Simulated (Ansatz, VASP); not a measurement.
**One calculation of TiO, two programs**

Contents of POSCAR:

```
TiO
1.0
    2.8516080131      0.0000000000      0.0000000000
   -1.4258040066      2.4695649810      0.0000000000
    0.0000000000      0.0000000000      5.5675030000
Ti O
2 2
Direct
    0.3333333333      0.6666666667      0.2500000000
    0.6666666667      0.3333333333      0.7500000000
    0.0000000000      0.0000000000      0.0000000000
    0.0000000000      0.0000000000      0.5000000000
```

INCAR.step1

```
ALGO = Normal ; EDIFF = 1E-4
ENCUT = 520 ; GGA = PE
ISMEAR = 0 ; LASPH = T
LCHARG = F ; LREAL = F
LWAVE = T ; NBANDS = 26
NELM = 100 ; PREC = Accurate
SIGMA = 0.1
```

File INCAR.step2:

```
ALGO = Normal ; EDIFF = 1E-6
ENCUT = 520 ; ISIF = 2
ISMEAR = 0 ; ISTART = 1
LASPH = T ; LCHARG = F
LMIXTAU = T ; LREAL = F
LWAVE = F ; METAGGA = R2SCAN
NBANDS = 26 ; NELM = 100
PREC = Accurate ; SIGMA = 0.1
```

KPOINTS

```
k-points
0
Gamma
  12 12 4
```

Input for Ansatz:

```yaml
crystal:
  lattice:
    - [2.8516080131, 0.0, 0.0]
    - [-1.4258040066, 2.469564981, 0.0]
    - [0.0, 0.0, 5.567503]
  atoms:
    - { symbol: Ti, position: [0.3333333333, 0.6666666667, 0.25] }
    - { symbol: Ti, position: [0.6666666667, 0.3333333333, 0.75] }
    - { symbol: O, position: [0.0, 0.0, 0.0] }
    - { symbol: O, position: [0.0, 0.0, 0.5] }
basis:
  ecutwfc: 500
kpoints:
  mp_grid: { grid: [12, 12, 4] }
hamiltonian:
  xc: r2scan
scf:
  occupations: { method: gaussian, width: 0.1 }
output:
  forces: true
  stress: true
  eigenvalues: true
```

Alike in both runs: task single point; functional r2SCAN; k mesh 12 × 12 × 4; occupations gaussian, width 0.1 eV; no spin polarisation.

|  | VASP | Ansatz |
| --- | --- | --- |
| version | VASP 6.6.1 | Ansatz 0.2.0 |
| potentials or method | VASP PAW PBE potentials, release 64 (Ti_sv, O) | scalar-relativistic, plane waves, PAW |
| plane-wave cutoff (eV) | 520 | 500 |
| valence electrons in the cell | 36 | 36 |

VASP gave:

```
gap on the k mesh at the Fermi level (eV)       : none
pressure (GPa)                                  : -3.6
largest component of the traceless stress (GPa) : 1.08
```

Q: Estimate Ansatz's values.

A: gap on the k mesh at the Fermi level (eV): none; pressure (GPa): -5.3; largest component of the traceless stress (GPa): 0.82.

A gap of «none» marks a metal or a gap that the smearing closes.

Caveats: the PAW data sets were made with another functional, which shifts forces and pressure a little (VASP); semilocal functionals often make such compounds metallic where correlation or magnetic order opens a gap, which also shifts bond lengths.
